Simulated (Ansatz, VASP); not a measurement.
**One calculation of In, two programs**

```
CELL_PARAMETERS angstrom
2.37438 1.37085 1.42185
-2.37438 1.37085 1.42185
0.00000 -2.74170 1.42185
ATOMIC_POSITIONS crystal
In 0.50000 0.50000 0.50000
```

Alike in both runs: functional r2SCAN; k mesh 18 × 18 × 18; occupations gaussian, width 0.1 eV; no spin polarisation.

Ansatz relaxed the structure, and its values are those at the end. VASP's run is a single point on that final structure, the one shown.

```csv
,VASP,Ansatz
version,VASP 6.6.1,Ansatz 0.2.0
potentials or method,"VASP PAW PBE potentials, release 64 (In_d)","scalar-relativistic, plane waves, PAW"
plane-wave cutoff (eV),520,500
valence electrons in the cell,13,13
```

|  | VASP | Ansatz | Ansatz less VASP |
| --- | --- | --- | --- |
| gap on the k mesh at the Fermi level (eV) | none | none | - |
| pressure (GPa) | 0.0 | 0.0 | -0.01 |

A gap of «none» marks a metal or a gap that the smearing closes. The functional is the same, so the differences come from potentials, cutoffs and numerics.

Caveats: the PAW data sets were made with another functional, which shifts forces and pressure a little (VASP).
